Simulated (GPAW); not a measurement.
Crystal: KCl (Sylvite).

```
K Cl
1.0
     0.00000    3.14647    3.14647
     3.14647    0.00000    3.14647
     3.14647    3.14647    0.00000
K Cl
1 1
Direct
  0.00000 0.00000 0.00000
  0.50000 0.50000 0.50000
```

Base run:

* Program: GPAW 26.7.0
* Functional: PBE
* Potentials or basis: GPAW PAW data sets (gpaw-data 1.2.1)
* Cutoff: 600 eV
* Basis: pw
* k mesh: 7 × 7 × 7
* Occupations: gaussian, width 0.02 eV
* Spin: no spin polarisation

Its results: band gap on the k mesh 5.19 eV, direct; pressure 0.7 GPa.

Question: The run is repeated on the same cell with these changes: functional from PBE to r2SCAN; occupations from gaussian, width 0.02 eV to fermi-dirac, width 0.05 eV. What comes out?

Answer: Band gap on the k mesh 5.83 eV, direct; pressure -0.1 GPa.

Caveats: an odd mesh through Γ misses points on the zone boundary, where band edges often lie (some runs); the PAW data sets were made with another functional, which shifts forces and pressure a little (some runs).

Not every run made on this cell is shown here.
